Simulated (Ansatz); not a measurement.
**MgS: a sublattice displacement scan**

The task, for MgS: measure how stiffly every Mg atom is held.

Method: DFT PBEsol, scalar-relativistic, plane waves, PAW, in Ansatz 0.2.0.

## 1. The starting structure

The structure is cubic, space group Fm-3m (No. 225). Conventional cell: a = 5.203 Å, b = 5.203 Å, c = 5.203 Å, α = 90.00°, β = 90.00°, γ = 90.00°. Mg (site symmetry m-3m) has 6 S at 2.60 Å in its first shell of neighbours. S (site symmetry m-3m) is surrounded by 6 Mg at 2.60 Å.

As a file:

```
CELL_PARAMETERS angstrom
0.00000 2.60165 2.60165
2.60165 0.00000 2.60165
2.60165 2.60165 0.00000
ATOMIC_POSITIONS crystal
Mg 0.00000 0.00000 0.00000
S 0.50000 0.50000 0.50000
```

No relaxation comes first: the listed cell is the starting point.

## 2. Zero of energy

Reference values: F = -2799.9164 eV; pressure -0.94 GPa; largest force 0.000 eV/Å; gap on the mesh 2.70 eV. It was computed beforehand with the settings of the runs below.

## 3. Next: a sublattice displacement scan

Every Mg atom is moved by x along the Cartesian unit vector (0.000, -0.707, -0.707); the cell and all other atoms stay fixed. Forces below are components along that vector, summed over the moved atoms.

## 4. At x = -0.500 Å

Contents of input.yaml:

```yaml
crystal:
  lattice:
    - [0.0, 2.60165, 2.60165]
    - [2.60165, 0.0, 2.60165]
    - [2.60165, 2.60165, 0.0]
  atoms:
    - { symbol: Mg, position: [0.1358958317, 0.0, 0.0] }
    - { symbol: S, position: [0.5, 0.5, 0.5] }
basis:
  ecutwfc: 420
kpoints:
  mp_grid: { grid: [8, 8, 8] }
hamiltonian:
  xc: pbesol
scf:
  occupations: { method: gaussian, width: 0.05 }
output:
  forces: true
  stress: true
  eigenvalues: true
```

Launch:

```
$ ansatz run input.yaml --threads 1 --pin off --max-ram 2560MiB --backend cpu --events-out ev --progress --plain --runs-dir out
```

## 5. Point x = 0.375 Å

input.yaml: that of step 4 with these lines changed.

```diff
@@ -6,3 +6,3 @@
   atoms:
-    - { symbol: Mg, position: [0.1358958317, 0.0, 0.0] }
+    - { symbol: Mg, position: [-0.1019218738, 0.0, 0.0] }
     - { symbol: S, position: [0.5, 0.5, 0.5] }
```

## 6. x = -0.250 Å

input.yaml: that of step 5 with these lines changed.

```diff
@@ -6,3 +6,3 @@
   atoms:
-    - { symbol: Mg, position: [-0.1019218738, 0.0, 0.0] }
+    - { symbol: Mg, position: [0.0679479159, 0.0, 0.0] }
     - { symbol: S, position: [0.5, 0.5, 0.5] }
```

## 7. x = 0.125 Å

input.yaml: that of step 6 with these lines changed.

```diff
@@ -6,3 +6,3 @@
   atoms:
-    - { symbol: Mg, position: [0.0679479159, 0.0, 0.0] }
+    - { symbol: Mg, position: [-0.0339739579, 0.0, 0.0] }
     - { symbol: S, position: [0.5, 0.5, 0.5] }
```

## 8. x = 0.438 Å

input.yaml: that of step 7 with these lines changed.

```diff
@@ -6,3 +6,3 @@
   atoms:
-    - { symbol: Mg, position: [-0.0339739579, 0.0, 0.0] }
+    - { symbol: Mg, position: [-0.1189088528, 0.0, 0.0] }
     - { symbol: S, position: [0.5, 0.5, 0.5] }
```

## 9. x = 0.312 Å

input.yaml: that of step 8 with these lines changed.

```diff
@@ -6,3 +6,3 @@
   atoms:
-    - { symbol: Mg, position: [-0.1189088528, 0.0, 0.0] }
+    - { symbol: Mg, position: [-0.0849348948, 0.0, 0.0] }
     - { symbol: S, position: [0.5, 0.5, 0.5] }
```

## 10. Point x = 0.188 Å

input.yaml: that of step 9 with these lines changed.

```diff
@@ -6,3 +6,3 @@
   atoms:
-    - { symbol: Mg, position: [-0.0849348948, 0.0, 0.0] }
+    - { symbol: Mg, position: [-0.0509609369, 0.0, 0.0] }
     - { symbol: S, position: [0.5, 0.5, 0.5] }
```

## 11. x = 0.062 Å

input.yaml: that of step 10 with these lines changed.

```diff
@@ -6,3 +6,3 @@
   atoms:
-    - { symbol: Mg, position: [-0.0509609369, 0.0, 0.0] }
+    - { symbol: Mg, position: [-0.016986979, 0.0, 0.0] }
     - { symbol: S, position: [0.5, 0.5, 0.5] }
```

(Steps that only read results are left out.)

Before running it: what results should come out?

**Answer**, as computed:

| quantity | value |
| --- | --- |
| force constant along x, from the points at -0.250, 0 and 0.062 Å | 2.86 eV/Å² |

The restoring force grows by 2.86 eV/Å per Å near the site. The step of 0.25 Å is wide, so anharmonic terms mix in. The undisturbed cell stays the lowest of the sampled points. The gap on the mesh stays between 2.70 and 2.76 eV.
